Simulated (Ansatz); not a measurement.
# ZnH6O: the cost of one run

Computed with Ansatz 0.2.0 (DFT PBEsol, scalar-relativistic, plane waves, PAW, unless a step's input says otherwise).

1 further run of the same task is left out (set aside as unsound or not needed).

**1. Starting point**

It takes space group P6_3mc (No. 186, hexagonal). Conventional cell: a = 3.230 Å, b = 3.230 Å, c = 5.214 Å, α = 90.00°, β = 90.00°, γ = 120.00°. Zn (site symmetry 3m) is surrounded by 4 O at 1.97 to 1.98 Å. O (site symmetry 3m) is surrounded by 4 Zn at 1.97 to 1.98 Å.

Coordinates:

```cif
data_structure
_symmetry_space_group_name_H-M 'P6_3mc'
_symmetry_Int_Tables_number 186
_cell_length_a 3.2301
_cell_length_b 3.2301
_cell_length_c 5.2141
_cell_angle_alpha 90.000
_cell_angle_beta 90.000
_cell_angle_gamma 120.000
_cell_volume 47.11
loop_
_atom_site_label
_atom_site_type_symbol
_atom_site_symmetry_multiplicity
_atom_site_Wyckoff_symbol
_atom_site_fract_x
_atom_site_fract_y
_atom_site_fract_z
_atom_site_occupancy
Zn1 Zn 2 b 0.33333 0.66667 0.50003 1
O1 O 2 b 0.66667 0.33333 0.37898 1
```

This cell was relaxed beforehand with the same method: volume 11.78 Å³/atom, gap on the mesh 0.70 eV.

**2. Next: the cluster of 2 host atoms with H caps, cut as a sphere about bond**

The cluster is cut from the relaxed crystal and set in a periodic box with vacuum round it. Its excess energy counts from the bulk, -1921.0645 eV an atom. Each H cap counts from half an H2 molecule (-15.609 eV in a separate run).

The cell holds 1 Zn, 1 O, 6 H: a = 10.500 Å, b = 11.400 Å, c = 11.800 Å, α = 90.00°, β = 90.00°, γ = 90.00°.

**3. Relaxing it**

Input file input.yaml:

```yaml
crystal:
  lattice:
    - [10.5, 0.0, 0.0]
    - [0.0, 11.4, 0.0]
    - [0.0, 0.0, 11.8]
  atoms:
    - { symbol: Zn, position: [0.5, 0.4302551704, 0.5021693242] }
    - { symbol: O, position: [0.5, 0.5938406438, 0.4486781334] }
    - { symbol: H, position: [0.3789063162, 0.365861184, 0.4600566483] }
    - { symbol: H, position: [0.6210936838, 0.365861184, 0.4600566483] }
    - { symbol: H, position: [0.5, 0.4302551704, 0.6335252564] }
    - { symbol: H, position: [0.4242187914, 0.634138816, 0.4750325177] }
    - { symbol: H, position: [0.5757812086, 0.634138816, 0.4750325177] }
    - { symbol: H, position: [0.5, 0.5938406438, 0.3664747436] }
basis:
  ecutwfc: 420
kpoints:
  mp_grid: { grid: [1, 1, 1] }
hamiltonian:
  xc: pbesol
scf:
  occupations: { method: gaussian, width: 0.05 }
output:
  forces: true
  eigenvalues: true
  populations: true
  write_density: true
  write_potential: true
  elf: true
  volumetric_format: npy
relax:
  adjacent_minimum: "off"
  f_tol: 0.03
  max_steps: 40
```

Launch:

```console
$ ansatz run input.yaml --threads 4 --pin off --max-ram 11264MiB --backend cpu --events-out ev --progress --plain --runs-dir out
```

**Question.** How long does this run take on 4 threads of Intel Xeon 6975P-C (Granite Rapids), shared host, and how much memory does it need?

About 30 s, with a peak of 0.87 GiB.
